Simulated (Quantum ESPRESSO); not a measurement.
## AgCl (Chlorargyrite): phonons with PBE

**Experimental background.**

A printed reference work, monograph reports, for a bulk crystal of AgCl: high-frequency dielectric constant 3.92.

Crystal: AgCl (Chlorargyrite).

```
CELL_PARAMETERS angstrom
0.00000 2.73500 2.73500
2.73500 0.00000 2.73500
2.73500 2.73500 0.00000
ATOMIC_POSITIONS crystal
Ag 0.00000 0.00000 0.00000
Cl 0.50000 0.50000 0.50000
```

```yaml
Program: Quantum ESPRESSO 7.5
Task: phonons
Functional: PBE
Potentials_or_basis: PseudoDojo 0.4.1 SR PBE standard
Cutoff: 1116 eV
Density_cutoff: 4463 eV
k_mesh: 4 × 4 × 4, shifted
Occupations: fermi-dirac, width 0.05 eV
Spin: no spin polarisation
Mixing_beta: 0.5
Most_SCF_iterations: 120
SCF_threshold: 4e-10 Ry
```

* Pressure after relaxing: 3.8 GPa
* Electronic dielectric tensor (diagonal): 5.23
* Born charges (mean of the diagonal): Ag +1.42; Cl -1.42 e
* Highest phonon frequency at Γ, LO-TO splitting left out: 126 cm⁻¹
* Static dielectric tensor (diagonal): 10.94

Levels at points of the mesh, in eV from the valence-band top:
```tsv
k point	band 9	band 10	band 11	band 12	band 13	band 14	band 15	band 16	band 17	band 18
(0.12, 0.12, 0.12)	-2.31	-2.31	-2.06	-1.44	-1.44	1.88	9.62	10.64	10.64	12.20
```

Phonon frequencies in cm⁻¹ (negative: imaginary):
```
              q point        frequencies
(0.000, 0.000, 0.000)  1 1 1 126 126 126
```

Electronic dielectric tensor:
```
5.23 0.00 0.00
0.00 5.23 0.00
0.00 0.00 5.23
```

Born effective charge tensors (e):
atom 1, Ag
```
1.42 0.00 0.00
0.00 1.42 0.00
0.00 0.00 1.42
```
atom 2, Cl
```
-1.42  0.00  0.00
 0.00 -1.42  0.00
 0.00  0.00 -1.42
```

Optical modes at Γ, degenerate ones joined, polar ones without the macroscopic field:
```csv
cm⁻¹,components,symmetry,active in,"IR intensity, summed ((D/Å)²/amu)"
126,3,T1u,IR,5.25
```

Zone-centre frequencies without and with the macroscopic field along z (cm⁻¹):
```
                optical modes in rising order
       without                    126 126 126
with the field                    126 126 183
```

Static dielectric tensor, electrons and zone-centre modes:
```
10.94  0.00  0.00
 0.00 10.94  0.00
 0.00  0.00 10.94
```

Wall time 6.5 min on 1 thread of Intel(R) Xeon(R) Platinum 8375C CPU @ 2.90GHz (Ice Lake), on a shared host, peak memory 0.09 GiB.

Against the measured high-frequency dielectric constant of AgCl, 3.92 (a printed reference work, monograph), the calculated 5.23 is off by +33.5 %. So large a miss can be the level of theory's own, or it may mean another phase, state or a wrong row.

Caveat: the mesh is thin for the dielectric tensor, Born charges and intensities, which usually come out too large; the cell is more than 3 GPa from zero pressure, which shifts response properties.
